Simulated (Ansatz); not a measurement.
**C: one candidate of a structure search, part 1 of 2**

The task: take a trial cell of C to zero force and stress.

Program: Ansatz 0.2.0. Level of theory: DFT PBE, scalar-relativistic, plane waves, PAW. These are calculated values, not measurements.

### 1 Starting point

The structure is orthorhombic, space group Cmme (No. 67). The conventional cell has a = 4.221 Å, b = 5.179 Å, c = 3.013 Å, α = 90.00°, β = 90.00°, γ = 90.00°. C (site symmetry m) is surrounded by 4 C at 1.51 to 1.57 Å. C (site symmetry 222) is surrounded by 4 C at 1.51 Å.

As a file:

```cif
data_structure
_symmetry_space_group_name_H-M 'P 1'
_symmetry_Int_Tables_number 1
_cell_length_a 3.3406
_cell_length_b 3.3406
_cell_length_c 3.0135
_cell_angle_alpha 90.000
_cell_angle_beta 90.000
_cell_angle_gamma 101.644
_cell_volume 32.94
loop_
_atom_site_label
_atom_site_type_symbol
_atom_site_fract_x
_atom_site_fract_y
_atom_site_fract_z
_atom_site_occupancy
C1 C 0.60400 0.39600 0.31018 1
C2 C 0.89600 0.10400 0.31018 1
C3 C 0.39600 0.60400 0.68982 1
C4 C 0.10400 0.89600 0.68982 1
C5 C 0.75000 0.75000 0.00000 1
C6 C 0.25000 0.25000 0.00000 1
```

The cell is invented: 4-connected net of one element (Cmme, No. 67). Its size is a rough estimate.

### 2 The guess as it stands, on a coarse mesh

The input, input.yaml:

```yaml
crystal:
  lattice:
    - [2.11039448, -2.58962569, 0.0]
    - [2.11039448, 2.58962569, 0.0]
    - [0.0, 0.0, 3.01345043]
  atoms:
    - { symbol: C, position: [0.60399741, 0.39600259, 0.31018494] }
    - { symbol: C, position: [0.89600259, 0.10399741, 0.31018494] }
    - { symbol: C, position: [0.39600259, 0.60399741, 0.68981506] }
    - { symbol: C, position: [0.10399741, 0.89600259, 0.68981506] }
    - { symbol: C, position: [0.75, 0.75, 0.0] }
    - { symbol: C, position: [0.25, 0.25, 0.0] }
basis:
  ecutwfc: 420
kpoints:
  mp_grid: { grid: [6, 6, 6] }
hamiltonian:
  xc: pbe
scf:
  occupations: { method: gaussian, width: 0.1 }
  lower_state_search: "off"
output:
  forces: true
  stress: true
  eigenvalues: true
```

On the command line:

```
$ ansatz run input.yaml --threads 1 --pin off --max-ram 2560MiB --backend cpu --events-out ev --progress --plain --runs-dir out
```

Standard output, cut to the lines that bear on the results:

```text
Warning: RAYON_NUM_THREADS=1 ignored (pool sized by the plan → 1); use --threads N
[...]
Pseudopotentials: kind: paw
Pseudopotential: C, paw, valence charge 4, recommended cutoff 420 eV (normal), C.paw.azcp
Functional definition: PBE
[...]
Crystal: 6 atoms, lattice volume = 32.938 Å³
Basis set: ecut = 420 eV, 661 PW (Γ), exchange–correlation on 48×48×48 points (8 copies of the dense FFT grid, shifted against one another)
Bands: 18, of which v1, the nominal top of the filled ones, is band 12 counted from 1 (11 counted from 0)
Symmetry: 8 space group operations
Space group: Cmme (ITA 67), of the structure as read, at distance tolerance 3.2e-5 Å
k-points: 52 of 216
[...]
SCF iter   1: F=—  HF=-1498.913617 eV  |F-HF|=—  |Δ(HF+E_count)|=         —  Δρ=1.48e-2  dr2=5.51e-2  ethr=1.77e-3  ⟨swp⟩=5.7  Hψ=4962  notcnv=0  defer=1
[...]
SCF iter   6: F=-1498.898049 eV  HF=-1498.898049 eV  |F-HF|=5.77e-10  |Δ(HF+E_count)|=   4.14e-8  Δρ=3.03e-6  dr2=1.52e-9  ethr=2.32e-10  ⟨swp⟩=5.2  Hψ=3601  notcnv=0
[...]
SCF converged after 6 iterations
Free energy (F): -1498.898049 eV
[...]
E sigma→0 (E₀):  -1498.898049 eV
Fermi energy:    15.112608 eV
[...]
--- Forces (eV/Å), atoms counted from 1 ---
  atom   1  C      0.00000000     0.13641752    -1.67746390
  atom   2  C      0.00000000    -0.13641752    -1.67746390
  atom   3  C      0.00000000    -0.13641752     1.67746390
  atom   4  C      0.00000000     0.13641752     1.67746390
  atom   5  C      0.00000000     0.00000000     0.00000000
  atom   6  C      0.00000000     0.00000000     0.00000000
[...]
--- Stress (GPa, compression-positive) ---
       98.529313       0.000000       0.000000
        0.000000      44.734271       0.000000
        0.000000       0.000000       6.376535
  P = ⅓ Tr σ = 49.8800 GPa (498.800 kbar)
--- Band table (eV; the first three rows and the last of 52) ---
  k-point 0: bands = ["-8.4747", "-0.7876", "1.4977", "1.7886", "4.3150", "6.4633", "6.6651", "6.7565", "9.3091", "9.4188", "9.8767", "11.1961", "16.2876", "18.3065", "21.1295", "21.4884", "22.0152"]
[...]
```

It took 7.2 s on 1 thread of Intel Xeon at 2.50GHz (Skylake/Cascade Lake), shared host; peak memory 0.32 GiB.

The probe gives pressure 49.9 GPa, largest force 1.68 eV/Å, gap on this mesh 1.84 eV. A guess like this is first relaxed loosely on the coarse mesh.

### 3 A loose first relaxation

input.yaml, as its differences from that of step 2:

```diff
@@ -25 +25,6 @@
   eigenvalues: true
+relax:
+  adjacent_minimum: "off"
+  f_tol: 0.04
+  max_steps: 70
+  cell: { stress_tol: 0.4 }
```

On the command line:

```
$ ansatz run input.yaml --threads 1 --pin off --max-ram 2560MiB --backend cpu --events-out ev --progress --plain --runs-dir out
```

Standard output:

```text
Warning: RAYON_NUM_THREADS=1 ignored (pool sized by the plan → 1); use --threads N
Engine: ansatz 0.2.0, x86_64-unknown-linux-gnu
Pseudopotentials: kind: paw
Pseudopotential: C, paw, valence charge 4, recommended cutoff 420 eV (normal), C.paw.azcp
Functional definition: PBE
  parameter kappa = 0.804
  parameter beta = 0.06672455060314922
  exchange = pbe_x(kappa = kappa, mu = beta*pi^2/3)
  correlation = pbe_c(beta = beta)
Crystal: 6 atoms, lattice volume = 32.938 Å³
Basis set: ecut = 420 eV, 661 PW (Γ), exchange–correlation on 48×48×48 points (8 copies of the dense FFT grid, shifted against one another)
Bands: 18, of which v1, the nominal top of the filled ones, is band 12 counted from 1 (11 counted from 0)
Symmetry: 8 space group operations
Space group: Cmme (ITA 67), of the structure as read, at distance tolerance 3.2e-5 Å
k-points: 52 of 216
Non-local potential: C, projectors of the file, l = 0: 2, l = 1: 2, l = 2: 1
PAW form: soft (Blöchl's): semilocal exchange-correlation on the pseudo side does not see the compensation charge
PAW one-centre angular grid: C, 110 points (default); XC on 64 Gauss nodes
Initial density: superposition of atomic densities (neutral atoms: chi_scale 0, normalization atom), corrected by the library's trained network
Initial wavefunctions: pseudopotential atomic-orbital guess
Functional: x = pbe(κ = 0.804, μ = 0.2195149727645171), c = pbe(β = 0.06672455060314922)
SCF iter   1: F=—  HF=-1498.913617 eV  |F-HF|=—  |Δ(HF+E_count)|=         —  Δρ=1.48e-2  dr2=5.51e-2  ethr=1.77e-3  ⟨swp⟩=5.7  Hψ=4962  notcnv=0  defer=1
preconditioner: auto → none  [insulator: Δε(μ)=1.867 eV  Ē_g=16.295 eV  σ=0.100 eV  W_gap=1.00  n_scr=8 (ndim 8)  ℏωp=31.7 eV  f_vac=0.000  D(μ)=0.00/eV (n_scr^D=0)  ε∞_Penn≈4.8]
SCF iter   2: F=—  HF=-1498.898562 eV  |F-HF|=—  |Δ(HF+E_count)|=   1.51e-2  Δρ=6.07e-3  dr2=5.46e-3  ethr=2.30e-4  ⟨swp⟩=2.3  Hψ=1747  notcnv=0  defer=9
SCF iter   3: F=—  HF=-1498.897991 eV  |F-HF|=—  |Δ(HF+E_count)|=   5.70e-4  Δρ=1.26e-3  dr2=1.40e-4  ethr=2.27e-5  ⟨swp⟩=2.8  Hψ=1479  notcnv=0  defer=9
SCF iter   4: F=—  HF=-1498.898044 eV  |F-HF|=—  |Δ(HF+E_count)|=   5.27e-5  Δρ=1.02e-4  dr2=1.36e-6  ethr=5.84e-7  ⟨swp⟩=2.1  Hψ=1459  notcnv=0  defer=9
SCF iter   5: F=—  HF=-1498.898049 eV  |F-HF|=—  |Δ(HF+E_count)|=   5.27e-6  Δρ=2.05e-5  dr2=5.58e-8  ethr=5.66e-9  ⟨swp⟩=2.1  Hψ=1389  notcnv=0  defer=9
SCF iter   6: F=-1498.898049 eV  HF=-1498.898049 eV  |F-HF|=5.78e-10  |Δ(HF+E_count)|=   4.14e-8  Δρ=3.02e-6  dr2=1.52e-9  ethr=2.32e-10  ⟨swp⟩=7.1  Hψ=4049  notcnv=0
SCF 1 converged in 6 iterations: F = -1498.898049 eV  dr2 = 1.52e-9
relax step   1: F+E_penalty+E_count = -1498.89804941 eV  Δ(F+E_penalty+E_count) = +0.000e0 eV  max|allowed force component| = 1.677e0 eV/Å  Δτ_max = 0.0000 Å  P = +49.880 GPa  Ω = 32.938 Å³  (6 SCF iters, dr2 threshold 1.00e-7 eV, accepted)
Crystal: 6 atoms, lattice volume = 34.764 Å³
Basis set: ecut = 420 eV, 679 PW (Γ), exchange–correlation on 48×48×48 points (8 copies of the dense FFT grid, shifted against one another)
Initial density: handed on by an earlier stage of this run
Initial wavefunctions: those handed on with the density
iter 1 solved again at ethr=2.93e-4 eV; its pass at ethr=3.10e-3 eV (dr2=7.03e-2 eV) is discarded
SCF iter   1: F=—  HF=-1499.767292 eV  |F-HF|=—  |Δ(HF+E_count)|=         —  Δρ=1.58e-2  dr2=6.83e-2  ethr=2.93e-4  ⟨swp⟩=1.0  Hψ=6998  notcnv=0
preconditioner: auto → none  [insulator: Δε(μ)=1.341 eV  Ē_g=15.865 eV  σ=0.100 eV  W_gap=1.00  n_scr=8 (ndim 8)  ℏωp=30.9 eV  f_vac=0.000  D(μ)=0.00/eV (n_scr^D=0)  ε∞_Penn≈4.8]
SCF iter   2: F=—  HF=-1499.749602 eV  |F-HF|=—  |Δ(HF+E_count)|=   1.77e-2  Δρ=6.33e-3  dr2=1.01e-2  ethr=2.84e-4  ⟨swp⟩=2.8  Hψ=1586  notcnv=0
SCF iter   3: F=—  HF=-1499.747737 eV  |F-HF|=—  |Δ(HF+E_count)|=   1.87e-3  Δρ=7.21e-4  dr2=7.27e-5  ethr=4.20e-5  ⟨swp⟩=2.2  Hψ=1568  notcnv=0
SCF iter   4: F=—  HF=-1499.747763 eV  |F-HF|=—  |Δ(HF+E_count)|=   2.62e-5  Δρ=1.57e-4  dr2=3.36e-6  ethr=3.03e-7  ⟨swp⟩=2.6  Hψ=1539  notcnv=0
iter 5 did not close the SCF: its close was put off for the readings that it lacked (scf_convergence_deferred on its scf_iter line)
SCF iter   5: F=-1499.747767 eV  HF=-1499.747767 eV  |F-HF|=1.28e-8  |Δ(HF+E_count)|=   3.65e-6  Δρ=1.75e-5  dr2=6.11e-8  ethr=1.40e-8  ⟨swp⟩=2.1  Hψ=1514  notcnv=0
SCF iter   6: F=-1499.747767 eV  HF=-1499.747767 eV  |F-HF|=2.03e-9  |Δ(HF+E_count)|=   3.18e-8  Δρ=3.29e-6  dr2=1.32e-9  ethr=2.55e-10  ⟨swp⟩=2.0  Hψ=2971  notcnv=0
the search or the solves at the SCF's close seem to have found levels that the self-consistency loop had missed (the run counts 1). By its estimate they hold under 1e-12 electrons; where the run keeps them, the occupations were computed again with them
SCF 2 converged in 6 iterations: F = -1499.747767 eV  dr2 = 1.32e-9
relax step   2: F+E_penalty+E_count = -1499.74776661 eV  Δ(F+E_penalty+E_count) = -8.497e-1 eV  max|allowed force component| = 6.236e-1 eV/Å  Δτ_max = 0.0250 Å  P = +22.489 GPa  Ω = 34.764 Å³  energy of the carried Pulay correction = -1.066e-2 eV  (6 SCF iters, dr2 threshold 6.00e-7 eV, accepted)
Crystal: 6 atoms, lattice volume = 36.299 Å³
Basis set: ecut = 420 eV, 705 PW (Γ), exchange–correlation on 48×48×48 points (8 copies of the dense FFT grid, shifted against one another)
iter 1 solved again at ethr=1.67e-4 eV; its pass at ethr=3.10e-3 eV (dr2=4.01e-2 eV) is discarded
SCF iter   1: F=—  HF=-1499.927249 eV  |F-HF|=—  |Δ(HF+E_count)|=         —  Δρ=1.11e-2  dr2=3.94e-2  ethr=1.67e-4  ⟨swp⟩=1.0  Hψ=6558  notcnv=0
preconditioner: auto → none  [insulator: Δε(μ)=1.236 eV  Ē_g=15.464 eV  σ=0.100 eV  W_gap=1.00  n_scr=8 (ndim 8)  ℏωp=30.2 eV  f_vac=0.000  D(μ)=0.00/eV (n_scr^D=0)  ε∞_Penn≈4.8]
SCF iter   2: F=—  HF=-1499.916245 eV  |F-HF|=—  |Δ(HF+E_count)|=   1.10e-2  Δρ=4.39e-3  dr2=5.96e-3  ethr=1.64e-4  ⟨swp⟩=2.0  Hψ=1495  notcnv=0
SCF iter   3: F=—  HF=-1499.914927 eV  |F-HF|=—  |Δ(HF+E_count)|=   1.32e-3  Δρ=4.30e-4  dr2=3.10e-5  ethr=2.48e-5  ⟨swp⟩=2.3  Hψ=1576  notcnv=0
SCF iter   4: F=—  HF=-1499.914910 eV  |F-HF|=—  |Δ(HF+E_count)|=   1.70e-5  Δρ=9.05e-5  dr2=1.28e-6  ethr=1.29e-7  ⟨swp⟩=2.9  Hψ=1602  notcnv=0
iter 5 did not close the SCF: its close was put off for the readings that it lacked (scf_convergence_deferred on its scf_iter line)
SCF iter   5: F=-1499.914911 eV  HF=-1499.914911 eV  |F-HF|=5.00e-9  |Δ(HF+E_count)|=   1.57e-6  Δρ=1.10e-5  dr2=3.44e-8  ethr=5.33e-9  ⟨swp⟩=2.0  Hψ=1500  notcnv=0
SCF iter   6: F=-1499.914911 eV  HF=-1499.914911 eV  |F-HF|=1.27e-9  |Δ(HF+E_count)|=   5.56e-9  Δρ=2.55e-6  dr2=8.14e-10  ethr=1.43e-10  ⟨swp⟩=1.8  Hψ=2857  notcnv=0
SCF 3 converged in 6 iterations: F = -1499.914911 eV  dr2 = 8.14e-10
relax step   3: F+E_penalty+E_count = -1499.91491131 eV  Δ(F+E_penalty+E_count) = -1.671e-1 eV  max|allowed force component| = 1.719e-1 eV/Å  Δτ_max = 0.0149 Å  P = +4.231 GPa  Ω = 36.299 Å³  energy of the carried Pulay correction = -1.918e-2 eV  (6 SCF iters, dr2 threshold 6.00e-7 eV, accepted)
[... 12 lines left out ...]
relax step   4: F+E_penalty+E_count = -1499.92142899 eV  Δ(F+E_penalty+E_count) = -6.518e-3 eV  max|allowed force component| = 1.387e-1 eV/Å  Δτ_max = 0.0046 Å  P = +0.311 GPa  Ω = 36.711 Å³  energy of the carried Pulay correction = -2.140e-2 eV  (6 SCF iters, dr2 threshold 6.00e-7 eV, accepted)
[... 12 lines left out ...]
relax step   5: F+E_penalty+E_count = -1499.92252045 eV  Δ(F+E_penalty+E_count) = -1.091e-3 eV  max|allowed force component| = 1.009e-1 eV/Å  Δτ_max = 0.0056 Å  P = -0.157 GPa  Ω = 36.780 Å³  energy of the carried Pulay correction = -2.177e-2 eV  (6 SCF iters, dr2 threshold 6.00e-7 eV, accepted)
[... 13 lines left out ...]
relax step   6: F+E_penalty+E_count = -1499.92292941 eV  Δ(F+E_penalty+E_count) = -4.090e-4 eV  max|allowed force component| = 1.974e-2 eV/Å  Δτ_max = 0.0021 Å  P = +0.154 GPa  Ω = 36.778 Å³  energy of the carried Pulay correction = -2.176e-2 eV  (6 SCF iters, dr2 threshold 6.00e-7 eV, accepted)
[... 11 lines left out ...]
relax step   7: F+E_penalty+E_count = -1499.96636768 eV  Δ(F+E_penalty+E_count) = -4.344e-2 eV  max|allowed force component| = 2.659e-2 eV/Å  Δτ_max = 0.0000 Å  P = +1.700 GPa  Ω = 36.778 Å³  stress off target by 2.56e0 GPa  SCF on the basis re-selected at this cell (its energy is not comparable with the rows above)  (6 SCF iters)
[... 15 lines left out ...]
relax step   8: F+E_penalty+E_count = -1499.96640872 eV  Δ(F+E_penalty+E_count) = -4.104e-5 eV  max|allowed force component| = 1.033e-3 eV/Å  Δτ_max = 0.0001 Å  P = +0.079 GPa  Ω = 36.930 Å³  energy of the carried Pulay correction = -8.999e-4 eV  (6 SCF iters, dr2 threshold 6.00e-7 eV, accepted)
iter 1 solved again at ethr=2.64e-8 eV; its pass at ethr=3.10e-3 eV (dr2=6.33e-6 eV) is discarded
SCF iter   1: F=—  HF=-1499.967460 eV  |F-HF|=—  |Δ(HF+E_count)|=         —  Δρ=3.79e-5  dr2=7.51e-8  ethr=2.64e-8  ⟨swp⟩=3.2  Hψ=7388  notcnv=0
preconditioner: auto → none  [insulator: Δε(μ)=1.156 eV  Ē_g=15.295 eV  σ=0.100 eV  W_gap=1.00  n_scr=8 (ndim 8)  ℏωp=29.9 eV  f_vac=0.000  D(μ)=0.00/eV (n_scr^D=0)  ε∞_Penn≈4.8]
SCF iter   2: F=—  HF=-1499.967414 eV  |F-HF|=—  |Δ(HF+E_count)|=   4.55e-5  Δρ=1.89e-5  dr2=1.68e-8  ethr=3.13e-10  ⟨swp⟩=2.5  Hψ=1602  notcnv=0
iter 3 did not close the SCF: its close was put off for the readings that it lacked (scf_convergence_deferred on its scf_iter line)
SCF iter   3: F=-1499.967414 eV  HF=-1499.967414 eV  |F-HF|=1.58e-10  |Δ(HF+E_count)|=   4.43e-8  Δρ=1.15e-6  dr2=9.95e-11  ethr=7.00e-11  ⟨swp⟩=2.4  Hψ=1551  notcnv=0
iter 4 did not close the SCF: its close was put off for the readings that it lacked (scf_convergence_deferred on its scf_iter line)
SCF iter   4: F=-1499.967414 eV  HF=-1499.967414 eV  |F-HF|=2.50e-12  |Δ(HF+E_count)|=  1.67e-10  Δρ=1.60e-7  dr2=3.00e-12  ethr=1.00e-12  ⟨swp⟩=2.7  Hψ=1566  notcnv=0
iter 5 did not close the SCF: its close was put off for the readings that it lacked (scf_convergence_deferred on its scf_iter line)
SCF iter   5: F=-1499.967414 eV  HF=-1499.967414 eV  |F-HF|=0.00e0  |Δ(HF+E_count)|=  2.73e-12  Δρ=2.85e-8  dr2=7.63e-14  ethr=1.00e-12  ⟨swp⟩=1.0  Hψ=936  notcnv=0
iter 6 did not close the SCF: its close was put off for the readings that it lacked (scf_convergence_deferred on its scf_iter line)
SCF iter   6: F=-1499.967414 eV  HF=-1499.967414 eV  |F-HF|=4.55e-13  |Δ(HF+E_count)|=  4.55e-13  Δρ=7.41e-9  dr2=1.21e-14  ethr=1.00e-12  ⟨swp⟩=1.0  Hψ=936  notcnv=0
SCF iter   7: F=-1499.967414 eV  HF=-1499.967414 eV  |F-HF|=0.00e0  |Δ(HF+E_count)|=    0.00e0  Δρ=4.07e-9  dr2=5.27e-15  ethr=1.00e-12  ⟨swp⟩=1.0  Hψ=2081  notcnv=0
SCF 9 converged in 7 iterations: F = -1499.967414 eV  dr2 = 5.27e-15
relax step   9: F+E_penalty+E_count = -1499.96741440 eV  Δ(F+E_penalty+E_count) = -1.006e-3 eV  max|allowed force component| = 1.178e-3 eV/Å  Δτ_max = 0.0000 Å  P = +0.092 GPa  Ω = 36.930 Å³  stress off target by 1.36e-1 GPa  SCF on the basis re-selected at this cell (its energy is not comparable with the rows above)  (7 SCF iters)
basis re-selected at this cell: Δ(F+E_penalty+E_count) = -1.006e-3 eV, ΔP = +0.013 GPa vs the last step (what re-selecting the basis moved, of the pressure what is left beyond the Pulay correction that the steps carried, after the strain that the cell walked since its last selection, with what the two solves' SCF thresholds leave and, on support functions, any second-order correction that the steps lacked; it is no measure of the basis error at this ecutwfc). This SCF's stress stands 1.36e-1 GPa from its target on what of the cell is left free (relax.cell.stress_tol is 4.00e-1 GPa) and its largest allowed force component is 1.18e-3 eV/Å (relax.f_tol is 4.00e-2 eV/Å): within both
SCF converged after 7 iterations
Free energy (F): -1499.967414 eV
Harris-Foulkes:  -1499.967414 eV  (|F-HF|=0.00e0)
Internal energy: -1499.967414 eV  (E = F + TS)
E sigma→0 (E₀):  -1499.967414 eV
Fermi energy:    13.637209 eV
--- Per-component energies (eV) ---
  E_band       = 80.034163
  E_kinetic    = 544.999870
  E_local      = -435.659119  (includes V_loc(G=0)·N_el)
  E_nonlocal   = 160.241962
  E_hartree    = 104.190042
  E_xc         = -289.706666
  E_vxc        = -359.426644  (∫ρ·V_xc dr)
  E_paw        = -594.172366  (= ΣΔE_a)
  E_vpaw       = -38.502035  (= ΣTr[D̂ρ^β])
  E_aug_tail   = 0.000045  (compensation charges beyond the density's cutoff)
  E_ewald      = -989.861182
  E_smearing   = -0.000000  (= −TS)
  E_closure    = -0.000000  (closes the sum)
  Σ components = -1499.967414   (vs F -1499.967414, Δ=0.00e0)
--- Forces (eV/Å), atoms counted from 1 ---
  atom   1  C      0.00000000     0.00027938     0.00117784
  atom   2  C      0.00000000    -0.00027938     0.00117784
  atom   3  C      0.00000000    -0.00027938    -0.00117784
  atom   4  C     -0.00000000     0.00027938    -0.00117784
  atom   5  C      0.00000000     0.00000000    -0.00000000
  atom   6  C      0.00000000     0.00000000     0.00000000
  max |Σ_I F_I| component: 1.39e-17 eV/Å
--- Stress (GPa, compression-positive) ---
        0.099843       0.000000       0.000000
        0.000000       0.135504       0.000000
        0.000000       0.000000       0.040571
  P = ⅓ Tr σ = 0.0920 GPa (0.920 kbar)
--- Band table (eV; the first three rows and the last of 52) ---
  k-point 0: bands = ["-9.0881", "-2.5103", "-0.0590", "0.1564", "3.6248", "5.0970", "5.6164", "5.9010", "7.4766", "8.0170", "8.0309", "8.3696", "14.9378", "15.6099", "19.0028", "19.7795", "19.8571", "20.3263"]
  k-point 1: bands = ["-8.7498", "-2.2143", "-0.9537", "0.2484", "2.9247", "5.3603", "5.3788", "6.0165", "7.3672", "8.0362", "8.1058", "8.2836", "15.4055", "16.4071", "18.4331", "18.5492", "20.3308", "20.3649"]
  k-point 2: bands = ["-7.7835", "-3.2945", "-1.4195", "1.1028", "3.1536", "3.7658", "5.0273", "5.4225", "6.0242", "8.1521", "8.6828", "10.0194", "15.7127", "16.3198", "16.8207", "18.5182", "19.4872", "20.3334"]
  k-point 51: bands = ["-4.6335", "-2.9570", "-2.1461", "-1.7062", "-0.0329", "1.7989", "2.1313", "2.5690", "10.6143", "11.0663", "11.2218", "13.0593", "16.5494", "18.6233", "20.1422", "20.4556", "21.1871", "21.9892"]
--- Relaxed structure (7 steps of the walk, 7 accepted, 2 SCFs on fresh bases) ---
  F+E_penalty+E_count = -1499.96741440 eV   max|allowed force component| = 1.178e-3 eV/Å   (the final SCF, on the basis selected at the relaxed cell)
  cell:  # Å, volume = 36.9298 Å³
    - [2.273766748539183, -2.69038608913752, 0.0]
    - [2.273766748539183, 2.69038608913752, 0.0]
    - [0.0, 0.0, 3.0184650870245964]
  atoms:
    - { symbol: C, position: [0.6038199973154421, 0.3961800026845579, 0.2941060982247728] }
    - { symbol: C, position: [0.8961800026845579, 0.10381999731544206, 0.2941060982247728] }
    - { symbol: C, position: [0.3961800026845579, 0.6038199973154421, 0.7058939017752274] }
    - { symbol: C, position: [0.10381999731544206, 0.8961800026845579, 0.7058939017752274] }
    - { symbol: C, position: [0.75, 0.75, -4.7971683298846874e-20] }
    - { symbol: C, position: [0.25, 0.25, -4.7971683298846874e-20] }
```

Wall time 65 s (1 thread of Intel Xeon at 2.50GHz (Skylake/Cascade Lake), shared host); peak memory 0.34 GiB.

Step by step:

| step | E - E(step 1) (eV/cell) | largest force component (eV/Å) | pressure (GPa) | volume (Å³) |
| --- | --- | --- | --- | --- |
| 1 | 0.0000 | 1.6775 | 49.88 | 32.94 |
| 2 | -0.8497 | 0.6236 | 22.49 | 34.76 |
| 3 | -1.0169 | 0.1719 | 4.23 | 36.30 |
| 4 | -1.0234 | 0.1387 | 0.31 | 36.71 |
| 5 | -1.0245 | 0.1009 | -0.16 | 36.78 |
| 6 | -1.0249 | 0.0197 | 0.15 | 36.78 |
| 7 | -1.0683 | 0.0266 | 1.70 | 36.78 |
| 8 | -1.0684 | 0.0010 | 0.08 | 36.93 |
| 9 | -1.0694 | 0.0012 | 0.09 | 36.93 |

Step 1 is the start. Steps 7, 9 each repeat the geometry before them on a plane-wave basis chosen anew, so the energy can jump there without any move.

Lengths and angles in the start's conventional setting:

|  | before | after | change |
| --- | --- | --- | --- |
| a (Å) | 4.221 | 4.548 | +7.7 % |
| b (Å) | 5.179 | 5.381 | +3.9 % |
| c (Å) | 3.013 | 3.018 | +0.2 % |
| volume (Å³/atom) | 5.49 | 6.15 | +12.1 % |
| shortest distance (Å) | 1.509 | 1.547 | +2.5 % |
| space group (0.01 Å) | Cmme | Cmme | same |

The run keeps the 8 symmetry operations of the start, so it could not have lowered the symmetry.

(Continued in part 2 of 2.)
